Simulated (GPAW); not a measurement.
# Nb (Im-3m) in GPAW: convergence with grid spacing (A)

Aim: find how far grid spacing (A) must go before the results for Nb settle, at r2SCAN. This setting moves, with any that are tied to it; all else stays.

All numbers are computed with GPAW 26.7.0; they aren't measurements. Logs are shortened: lines on timing, memory, paths and dates and some standing lists are left out, and cuts for length are marked. The log counts tension as positive stress, the text compression.

## (1) Starting point

Symmetry: Im-3m, No. 229, cubic system. The conventional cell has a = 3.328 Å, b = 3.328 Å, c = 3.328 Å, α = 90.00°, β = 90.00°, γ = 90.00°. Around Nb (site symmetry m-3m) lie 8 Nb at 2.88 Å.

## (2) With grid spacing (A) 0.26

File run.py:

```python
from ase.dft.bandgap import bandgap
from ase.io import read, write
from gpaw import GPAW

atoms = read('POSCAR')

calc = GPAW(mode='fd',
            h=0.26,
            xc='MGGA_X_R2SCAN+MGGA_C_R2SCAN',
            kpts={'size': (11, 11, 11), 'gamma': True},
            occupations={'name': 'fermi-dirac', 'width': 0.05},
            nbands=15,
            convergence={'density': 1e-05, 'energy': 1e-05},
            maxiter=100,
            txt='gpaw.txt')
atoms.calc = calc
energy = atoms.get_potential_energy()
forces = atoms.get_forces()
calc.write('gs.gpw')
write('result.traj', atoms)
print(f'Energy: {energy:.6f} eV')
print('Forces (eV/A):')
print(forces.round(4))
print('Fermi level:', round(calc.get_fermi_level(), 4), 'eV')
print(f'Gap: {bandgap(calc)[0]:.4f} eV, direct: {bandgap(calc, direct=True)[0]:.4f} eV')
```

File POSCAR:

```
Nb
1.0
   -1.6639500000      1.6639500000      1.6639500000
    1.6639500000     -1.6639500000      1.6639500000
    1.6639500000      1.6639500000     -1.6639500000
Nb
1
Direct
    0.0000000000      0.0000000000      0.0000000000
```

Potentials or basis: GPAW PAW data sets (gpaw-data 1.2.1), fd.

Run with:

```bash
$ OMP_NUM_THREADS=1 python run.py
```

Run time: 15 s. Hardware: 1 thread of Arm Neoverse V1, shared host; peak memory 0.23 GiB.

Results:

```
Free energy            : -22.3122 eV
Band gap on the k mesh : none (metal or under the smearing width)
```

## (3) With grid spacing (A) 0.23

run.py: that of step 2 with these lines changed.

```diff
@@ -7,3 +7,3 @@
 calc = GPAW(mode='fd',
-            h=0.26,
+            h=0.23,
             xc='MGGA_X_R2SCAN+MGGA_C_R2SCAN',
```

POSCAR is that of step 2.

Potentials or basis: GPAW PAW data sets (gpaw-data 1.2.1), fd.

Run with:

```bash
$ OMP_NUM_THREADS=1 python run.py
```

It took 35 s on 1 thread of Arm Neoverse V1, shared host; peak memory 0.28 GiB.

Results:

| Item | Value |
| --- | --- |
| Free energy | -21.8337 eV |
| Band gap on the k mesh | none (metal or under the smearing width) |

## (4) With grid spacing (A) 0.2

run.py: that of step 3 with these lines changed.

```diff
@@ -7,3 +7,3 @@
 calc = GPAW(mode='fd',
-            h=0.23,
+            h=0.2,
             xc='MGGA_X_R2SCAN+MGGA_C_R2SCAN',
```

POSCAR is that of step 3.

Run with:

```bash
$ OMP_NUM_THREADS=1 python run.py
```

Run time: 35 s. Hardware: 1 thread of Arm Neoverse V1, shared host; peak memory 0.28 GiB.

It converged, with:

```yaml
Free_energy: -21.8337 eV
Band_gap_on_the_k_mesh: none (metal or under the smearing width)
```

## (5) With grid spacing (A) 0.18

run.py: that of step 4 with these lines changed.

```diff
@@ -7,3 +7,3 @@
 calc = GPAW(mode='fd',
-            h=0.2,
+            h=0.18,
             xc='MGGA_X_R2SCAN+MGGA_C_R2SCAN',
```

POSCAR is that of step 4.

Run with:

```bash
$ OMP_NUM_THREADS=1 python run.py
```

Run time: 35 s. Hardware: 1 thread of Arm Neoverse V1, shared host; peak memory 0.28 GiB.

Results (log left out):

```yaml
Free_energy: -21.8337 eV
Band_gap_on_the_k_mesh: none (metal or under the smearing width)
```

## (6) With grid spacing (A) 0.16

run.py: that of step 5 with these lines changed.

```diff
@@ -7,3 +7,3 @@
 calc = GPAW(mode='fd',
-            h=0.18,
+            h=0.16,
             xc='MGGA_X_R2SCAN+MGGA_C_R2SCAN',
```

POSCAR is that of step 5.

Potentials or basis: GPAW PAW data sets (gpaw-data 1.2.1), fd.

Run with:

```bash
$ OMP_NUM_THREADS=1 python run.py
```

Wall time 71 s (1 thread of Arm Neoverse V1, shared host); peak memory 0.38 GiB.

It converged, with:

| Item | Value |
| --- | --- |
| Free energy | -21.7875 eV |
| Band gap on the k mesh | none (metal or under the smearing width) |

## (7) With grid spacing (A) 0.14

run.py: that of step 6 with these lines changed.

```diff
@@ -7,3 +7,3 @@
 calc = GPAW(mode='fd',
-            h=0.16,
+            h=0.14,
             xc='MGGA_X_R2SCAN+MGGA_C_R2SCAN',
```

POSCAR is that of step 6.

Run with:

```bash
$ OMP_NUM_THREADS=1 python run.py
```

It took 72 s on 1 thread of Arm Neoverse V1, shared host; peak memory 0.38 GiB.

It converged, with:

- Free energy: -21.7875 eV
- Band gap on the k mesh: none (metal or under the smearing width)

## (8) With grid spacing (A) 0.12

run.py: that of step 7 with these lines changed.

```diff
@@ -7,3 +7,3 @@
 calc = GPAW(mode='fd',
-            h=0.14,
+            h=0.12,
             xc='MGGA_X_R2SCAN+MGGA_C_R2SCAN',
```

POSCAR is that of step 7.

Potentials or basis: GPAW PAW data sets (gpaw-data 1.2.1), fd.

Run with:

```bash
$ OMP_NUM_THREADS=1 python run.py
```

gpaw.txt:

```text
__  _  _
 | _ |_)|_||  |
 |__||  | ||/\| - 26.7.0

Input parameters:
  mode=FD(),
  convergence={'density': 1e-05, 'energy': 1e-05},
  h=0.12,
  kpts=MonkhorstPack(size=(11, 11, 11), gamma=True),
  maxiter=100,
  nbands=15,
  occupations=Occupations(name='fermi-dirac', width=0.05),
  xc=XC(name='MGGA_X_R2SCAN+MGGA_C_R2SCAN')

Diagonalizing LCAO Hamiltonian
Converting LCAO to fd mode

       Nb

Atoms  # Å, Bohr magnetons
|   | symbol |        x |        y |        z |    initial magnetic moments |
|---|--------|----------|----------|----------|-----------------------------|
| 0 |     Nb | 0.000000 | 0.000000 | 0.000000 | ( 0.0000,  0.0000,  0.0000) |

Unit cell  # Å
| periodic |         x |         y |         z |  lengths |     angles |
|----------|-----------|-----------|-----------|----------|------------|
|      yes | -1.663950 |  1.663950 |  1.663950 | 2.882046 | 109.471221 |
|      yes |  1.663950 | -1.663950 |  1.663950 | 2.882046 | 109.471221 |
|      yes |  1.663950 |  1.663950 | -1.663950 | 2.882046 | 109.471221 |

Number of symmetries: 48
Symmetry operations  # r_c * U_cc + t_c -> r_c
|    | kind |            matrix            |
|----|------|------------------------------|
|  0 |  σ   |  1, 1, 1,  0, 0,-1,  0,-1, 0 |
|  1 |  C4  |  1, 1, 1,  0, 0,-1, -1, 0, 0 |
|  2 |  C2  |  1, 1, 1,  0,-1, 0,  0, 0,-1 |
|  3 |  S6  |  1, 1, 1,  0,-1, 0, -1, 0, 0 |
|  4 |  S6  |  1, 1, 1, -1, 0, 0,  0, 0,-1 |
|  5 |  C4  |  1, 1, 1, -1, 0, 0,  0,-1, 0 |
|  6 |  E   |  1, 0, 0,  0, 1, 0,  0, 0, 1 |
|  7 |  σ   |  1, 0, 0,  0, 1, 0, -1,-1,-1 |
|  8 |  σ   |  1, 0, 0,  0, 0, 1,  0, 1, 0 |
|  9 |  C3  |  1, 0, 0,  0, 0, 1, -1,-1,-1 |
| 10 |  C3  |  1, 0, 0, -1,-1,-1,  0, 1, 0 |
| 11 |  σ   |  1, 0, 0, -1,-1,-1,  0, 0, 1 |
| 12 |  σ   |  0, 1, 0,  1, 0, 0,  0, 0, 1 |
| 13 |  C2  |  0, 1, 0,  1, 0, 0, -1,-1,-1 |
| 14 |  C3  |  0, 1, 0,  0, 0, 1,  1, 0, 0 |
| 15 |  S4  |  0, 1, 0,  0, 0, 1, -1,-1,-1 |
| 16 |  S4  |  0, 1, 0, -1,-1,-1,  1, 0, 0 |
| 17 |  C3  |  0, 1, 0, -1,-1,-1,  0, 0, 1 |
| 18 |  C3  |  0, 0, 1,  1, 0, 0,  0, 1, 0 |
| 19 |  S4  |  0, 0, 1,  1, 0, 0, -1,-1,-1 |
| 20 |  σ   |  0, 0, 1,  0, 1, 0,  1, 0, 0 |
| 21 |  C3  |  0, 0, 1,  0, 1, 0, -1,-1,-1 |
| 22 |  C2  |  0, 0, 1, -1,-1,-1,  1, 0, 0 |
| 23 |  S4  |  0, 0, 1, -1,-1,-1,  0, 1, 0 |
| 24 |  C4  |  0, 0,-1,  1, 1, 1,  0,-1, 0 |
| 25 |  σ   |  0, 0,-1,  1, 1, 1, -1, 0, 0 |
| 26 |  S6  |  0, 0,-1,  0,-1, 0,  1, 1, 1 |
| 27 |  C2  |  0, 0,-1,  0,-1, 0, -1, 0, 0 |
| 28 |  C4  |  0, 0,-1, -1, 0, 0,  1, 1, 1 |
| 29 |  S6  |  0, 0,-1, -1, 0, 0,  0,-1, 0 |
| 30 |  S6  |  0,-1, 0,  1, 1, 1,  0, 0,-1 |
| 31 |  C4  |  0,-1, 0,  1, 1, 1, -1, 0, 0 |
| 32 |  C4  |  0,-1, 0,  0, 0,-1,  1, 1, 1 |
| 33 |  S6  |  0,-1, 0,  0, 0,-1, -1, 0, 0 |
| 34 |  σ   |  0,-1, 0, -1, 0, 0,  1, 1, 1 |
| 35 |  C2  |  0,-1, 0, -1, 0, 0,  0, 0,-1 |
| 36 |  C2  | -1, 0, 0,  1, 1, 1,  0, 0,-1 |
| 37 |  S6  | -1, 0, 0,  1, 1, 1,  0,-1, 0 |
| 38 |  S6  | -1, 0, 0,  0, 0,-1,  1, 1, 1 |
| 39 |  C2  | -1, 0, 0,  0, 0,-1,  0,-1, 0 |
| 40 |  C2  | -1, 0, 0,  0,-1, 0,  1, 1, 1 |
| 41 |  i   | -1, 0, 0,  0,-1, 0,  0, 0,-1 |
| 42 |  S4  | -1,-1,-1,  1, 0, 0,  0, 1, 0 |
| 43 |  C3  | -1,-1,-1,  1, 0, 0,  0, 0, 1 |
| 44 |  C3  | -1,-1,-1,  0, 1, 0,  1, 0, 0 |
| 45 |  σ   | -1,-1,-1,  0, 1, 0,  0, 0, 1 |
| 46 |  S4  | -1,-1,-1,  0, 0, 1,  1, 0, 0 |
| 47 |  C2  | -1,-1,-1,  0, 0, 1,  0, 1, 0 |

BZ-sampling:
  Number of BZ points: 1331
  Number of IBZ points: 56

  Monkhorst-Pack size: [11, 11, 11]
  Monkhorst-Pack shift: [0, 0, 0]

K-points  # in reciprocal-cell coordinates
|     |                                coordinates |     weight |
|-----|--------------------------------------------|------------|
|   0 | (  0.00000000,   0.00000000,   0.00000000) | 0.00075131 |
|   1 | (  0.09090909,   0.00000000,   0.00000000) | 0.00901578 |
|   2 | (  0.09090909,   0.09090909,  -0.09090909) | 0.00450789 |
|   3 | (  0.18181818,   0.00000000,  -0.09090909) | 0.01803156 |
|   4 | (  0.18181818,   0.00000000,   0.00000000) | 0.00901578 |
|   5 | (  0.18181818,   0.09090909,  -0.09090909) | 0.01803156 |
|   6 | (  0.18181818,   0.18181818,  -0.18181818) | 0.00450789 |
|   7 | (  0.27272727,  -0.09090909,  -0.09090909) | 0.00601052 |
|   8 | (  0.27272727,   0.00000000,  -0.09090909) | 0.03606311 |
|   9 | (  0.27272727,   0.00000000,   0.00000000) | 0.00901578 |
| ... |                                            |            |
|  55 | (  0.45454545,   0.45454545,   0.45454545) | 0.00601052 |

Uniform wave function grid shape: (np.int64(20), np.int64(20), np.int64(20))
Spin-components: 1 (collinear spins)
Bands:           15
Projectors:      6
Spin-degeneracy: 2
Datatype:        complex128

Parallelization:
  kpt:    1
  domain: 1
  band:   1

Density:
  Valence electrons: 13.0
  Components: 1
  Grid points: [20 20 20]
  Charge: 0.0  # |e|

Potential:
  Grid points: [20 20 20]

species:
  Nb:
    name:    Niobium
    Z:       41.0
    valence: 13
    core:    28
    charge:  0.0  # [|e|]
    compensation charges:
      type: gauss
      rc: 0.40  # [Å]
      lmax: 2
    cutoffs:
      filter: 2.35  # [Å]
      core: 1.51  # [Å]
    projectors
    | kind |    occ | energy [eV] | rcut [Å] |
    |------|--------|-------------|----------|
    |   4s |  2.000 |     -58.361 |    1.323 |
    |   5s |  1.000 |      -3.980 |    1.323 |
    |   4p |  6.000 |     -34.526 |    1.323 |
    |   5p |  0.000 |      -1.111 |    1.323 |
    |   4d |  4.000 |      -3.041 |    1.244 |
    |    d |        |      24.171 |    1.244 |

    Using partial waves for Nb as LCAO basis

Reference energy: -103906.147789  # eV

eigensolver:
  PPCG
  Converge bands: occupied
  niter=2

density mixing:
  MSR1-Mixer
  Pratt-step length: 0.05
  Maximum mixing coefficient: 0.75
  Old densities: 10
  SVD Regularization: 0.005
  Good broyden scale: 1.0
  Trust region scale: 1.0
  Backstep threshold: 4.0
  History deletion threshold: 6.0
  Fourier metric: weight=20.0, sigma=0.015

occupation numbers:
  Fermi-Dirac:
    width: 0.0500  # eV

FastPoissonSolver using
    Stencil: 8*3+1=25 point O(h^6) finite-difference Laplacian
    FFT axes: [np.int64(0), np.int64(1), np.int64(2)]
    FST axes: []

xc functional:
  name: MGGA_X_R2SCAN+MGGA_C_R2SCAN with 2 nearest neighbor stencil
interpolation: tri-quintic # 5. degree polynomial

convergence criteria:
- Maximum integral of absolute [dens]ity change: 1e-05 electrons / valence electron
- Maximum [total energy] change in last 3 cyles: 1e-05 eV / valence electron
- Maximum integral of absolute [eigenst]ate change: 4e-08 eV^2 / valence electron
maximum number of iterations: 100

SCF iterations
|iter     | |      energy | eigst |  dens |
|---------|-|-------------|-------|-------|
|iter:   1| |  -26.321538 | +0.63 |       |
|iter:   2| |  -22.092926 | -0.47 | -1.01 |
|iter:   3| |  -21.781509 | -0.81 | -1.06 |
|iter:   4| |  -21.763170 | -1.23 | -1.45 |
|iter:   5| |  -21.771859 | -2.15 | -2.10 |
|iter:   6| |  -21.773070 | -2.78 | -2.55 |
|iter:   7| |  -21.773085 | -4.17 | -3.60 |
|iter:   8| |  -21.773085c| -5.21 | -3.94 |
|iter:   9| |  -21.773086c| -6.36 | -4.66 |
|iter:  10| |  -21.773086c| -7.31 | -5.11c|
|iter:  11| |  -21.773086c| -7.79c| -6.23c|

Converged in 11 steps
Energy contributions relative to reference atoms: (reference = -103906.147789)

Energy contributions:
  Kinetic:          -6.843345
  Coulomb:           1.750754
  Zero:             -0.081189
  External:          0.000000
  Xc:              -16.592891
  Entropy:          -0.012830
  Spinorbit:         0.000000
  ----------------------------
  Free energy:     -21.779500
  Extrapolated:    -21.773086

dipole moment: (-6.099442, -6.099442, -6.099442)  # |e|*Ang

Fermi level: 10.954
Eigenvalues  # (at kpt = [0.000, 0.000, 0.000])
| band index |      eig [eV] | occ [0-2] |
|------------|---------------|-----------|
|          0 |       -45.220 |     2.000 |
|          1 |       -19.851 |     2.000 |
|          2 |       -19.851 |     2.000 |
|          3 |       -19.851 |     2.000 |
|          4 |         4.772 |     2.000 |
|          5 |        11.420 |     0.000 |
|          6 |        11.420 |     0.000 |
|          7 |        11.420 |     0.000 |
|          8 |        14.463 |     0.000 |
|          9 |        14.463 |     0.000 |
|         10 |        26.072 |     0.000 |
|         11 |        26.072 |     0.000 |
|         12 |        26.122 |     0.000 |
|        ... |               |           |
|         14 |        36.694 |     0.000 |

No gap
No difference between direct/indirect transitions

Forces  # eV/Ang
|       x |       y |        z |
|---------|---------|----------|
| 0.00000 | 0.00000 | -0.00000 |  # Nb   0

# Writing to gs.gpw (mode='')
```

Run time: 2.3 min. Hardware: 1 thread of Arm Neoverse V1, shared host; peak memory 0.54 GiB.

What came out:

```yaml
Free_energy: -21.7795 eV
Band_gap_on_the_k_mesh: none (metal or under the smearing width)
```

## (9) Result

| grid spacing (A) | energy less the tightest run, at zero smearing (meV/atom) | SCF cycles | CPU time (s) | peak memory (GiB) |
| --- | --- | --- | --- | --- |
| 0.26 | -532.35 | 10 | 15 | 0.23 |
| 0.23 | -54.21 | 10 | 35 | 0.28 |
| 0.2 | -54.21 | 10 | 35 | 0.28 |
| 0.18 | -54.21 | 10 | 35 | 0.28 |
| 0.16 | -7.95 | 10 | 71 | 0.38 |
| 0.14 | -7.95 | 10 | 72 | 0.38 |
| 0.12 | 0.00 | 11 | 140 | 0.54 |

Not settled before the last step: the energy (to 1 meV/atom). The tightest run that finished is the yardstick and may itself not be fully converged.

Caveats: the real-space grid adds noise to forces; the PAW data sets were made with another functional, which shifts forces and pressure a little.
